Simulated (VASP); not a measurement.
Write the native input for VASP 6.6.1 that does the following.

```
Task                   : single point
Functional             : PBE
Potentials or basis    : VASP PAW PBE potentials, release 64 (As, B)
Cutoff                 : 520 eV
k mesh                 : 10 × 10 × 10
Occupations            : fermi-dirac, width 0.05 eV
Spin                   : no spin polarisation
Further INCAR settings : ALGO = Normal; EDIFF = 1e-07; NBANDS = 11
```

The structure of BAs lies in POSCAR:

```
BAs
1.0
    0.0000000000      2.3885000000      2.3885000000
    2.3885000000      0.0000000000      2.3885000000
    2.3885000000      2.3885000000      0.0000000000
As B
1 1
Direct
    0.7496230000      0.7495860000      0.7316970000
    0.0033120000     -0.0222670000     -0.0148580000
```

The cell isn't the ideal one: atoms moved at random, drawn with an rms of 0.05 Å.

The input as run:

INCAR

```
ALGO = Normal
EDIFF = 1E-7
ENCUT = 520
GGA = PE
ISIF = 2
ISMEAR = -1
LASPH = True
LCHARG = True
LELF = True
LREAL = False
LVHAR = True
LWAVE = False
NBANDS = 11
NELM = 100
PREC = Accurate
SIGMA = 0.05
```

KPOINTS

```
k-points
0
Gamma
  10 10 10
```

Potentials or basis: VASP PAW PBE potentials, release 64 (As, B).

Command:

```sh
$ cat potpaw_PBE.64/As/POTCAR potpaw_PBE.64/B/POTCAR > POTCAR
$ mpirun -np 1 vasp_std > vasp.out
```

It gave:

- Pressure: 3.7 GPa
- Largest force: 1.009 eV/Å
- Band gap on the k mesh: 0.65 eV, indirect (least direct gap 2.40 eV)

Run time: 99 s on 1 thread of Intel(R) Xeon(R) 6975P-C (Granite Rapids) (shared host), peak memory 0.27 GiB.
